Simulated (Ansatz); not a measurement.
Input and command of a plane-wave DFT calculation in Ansatz:

```yaml
crystal:
  lattice:
    - [-2.554580096, 0.0, 0.0]
    - [-1.277290048, -2.2123312592, 0.0]
    - [0.0, 0.0, 13.6735436055]
  atoms:
    - { symbol: B, position: [0.6666666667, 0.6666666667, 0.2123622729] }
    - { symbol: B, position: [0.6666666667, 0.6666666667, 0.5213176291] }
    - { symbol: B, position: [0.6666666667, 0.6666666667, 0.8302729853] }
    - { symbol: B, position: [0.3333333333, 0.3333333333, 0.0578845948] }
    - { symbol: B, position: [0.3333333333, 0.3333333333, 0.366839951] }
    - { symbol: B, position: [0.3333333333, 0.3333333333, 0.6757953072] }
    - { symbol: "N", position: [0.6666666667, 0.6666666667, 0.0966239788] }
    - { symbol: "N", position: [0.6666666667, 0.6666666667, 0.405579335] }
    - { symbol: "N", position: [0.6666666667, 0.6666666667, 0.7145346912] }
    - { symbol: "N", position: [0.3333333333, 0.3333333333, 0.8690123693] }
    - { symbol: "N", position: [0.3333333333, 0.3333333333, 0.2511016569] }
    - { symbol: "N", position: [0.3333333333, 0.3333333333, 0.5600570131] }
basis:
  ecutwfc: 420
kpoints:
  mp_grid: { grid: [10, 10, 2] }
hamiltonian:
  xc: pbe
scf:
  occupations: { method: gaussian, width: 0.05 }
output:
  forces: true
  stress: true
  eigenvalues: true
  write_density: true
  write_potential: true
  elf: true
  volumetric_format: npy
```

```bash
ansatz run input.yaml --threads 2 --pin off --max-ram 5120MiB --backend cpu --events-out ev --progress --plain --runs-dir out
```

Processor: Intel(R) Xeon(R) Platinum 8259CL CPU @ 2.50GHz (Skylake/Cascade Lake), 2 threads, on a host shared with other jobs.

**Question.** Estimate time, memory and problem size.

**Answer.** About 5.6 s on 2 threads of Intel(R) Xeon(R) Platinum 8259CL CPU @ 2.50GHz (Skylake/Cascade Lake), on a shared host, peak memory 0.41 GiB. It solves 36 bands at 28 k points (the mesh reduced by symmetry) with about 1539 plane waves, in 8 SCF iterations.
